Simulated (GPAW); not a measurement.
As in GPAW: the effect of target pressure

The system is As.

```xyz
1
Lattice="2.7037 0.0000 0.0000 0.0000 2.7037 0.0000 0.0000 0.0000 2.7037" Properties=species:S:1:pos:R:3 pbc="T T T"
As    1.3518    1.3518    1.3518
```

This isn't the form of As at room conditions, which is rhombohedral.

Alike in all runs:

| Item | Value |
| --- | --- |
| Program | GPAW 26.7.0 |
| Task | relaxation of cell and atoms |
| Functional | PBEsol |
| Potentials or basis | PAW data sets generated in the run's folder for this functional |
| Cutoff | 600 eV |
| Basis | pw |
| k mesh | 10 × 10 × 10 |
| Occupations | fermi-dirac, width 0.05 eV |
| Spin | no spin polarisation |

Each run relaxes the cell or the atoms first.

```csv
target pressure,target pressure,relaxed volume (Å³/atom)
0 GPa,-,19.43
2 GPa,2 GPa,?
5 GPa,5 GPa,18.52
10 GPa,10 GPa,17.80
20 GPa,20 GPa,16.68
30 GPa,30 GPa,15.77
```

Problem. What does the run with target pressure 2 GPa give?

Solution. Relaxed volume 19.02 Å³/atom.

Worked out: In Murnaghan's law V^(-B') rises as a straight line in P. The other rows fit best with B' = 3.3, V0 = 19.41 Å³/atom and B0 = 101 GPa, which gives 19.04 Å³/atom at 2 GPa, against the run's 19.02.

Caveats: later steps reuse the first step's grids; the volume moved by over 15 % at a fixed basis, so the end points are rough (some runs).
